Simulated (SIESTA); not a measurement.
Runs of SIESTA 5.4.2 on Au. The cell holds a slab with vacuum, 7 atoms: a = 2.900 Å, b = 2.900 Å, c = 29.640 Å, α = 90.00°, β = 90.00°, γ = 120.00°. The slab is cut from a database's or a generator's crystal, which needn't be the stable form of the element.

```csv
potentials or basis,gap on the mesh (eV),largest force (eV/Å)
"SG15 1.2 (PBE files) or PseudoDojo by element, DZP (energy shift 0.003 Ry; two zetas on semicore shells)",none,0.15
"SPMS 1.0 (PBE files) or PseudoDojo by element, DZP (energy shift 0.003 Ry; two zetas on semicore shells)",none,0.15
"Ansatz (PBE files), DZP (energy shift 0.003 Ry; two zetas on semicore shells)",none,(a)
"PseudoDojo 0.5 standard (PBE files), DZP (energy shift 0.003 Ry; two zetas on semicore shells)",none,0.16
```

Alike in all rows: task single point; level PBE; no spin polarisation; cell as given; k mesh 11 × 11 × 1; smearing fermi-dirac 0.05 eV; grid cutoff 800 Ry; energy shift 0.003 Ry.

Problem. Estimate the missing entries.

Solution. (a) 0.18.

Caveats: the basis of atomic orbitals isn't converged, which shifts pressures, moduli and gaps; the valence orbitals were made in a potential fitted to the semicore shell under them, which widens gaps by tenths of an eV or more (some runs).

A k mesh can miss the band edges, and the runs leave out spin-orbit coupling on Au.

A gap of «none» marks a metal or a gap under the smearing width.

Not every run made on this cell is shown here.
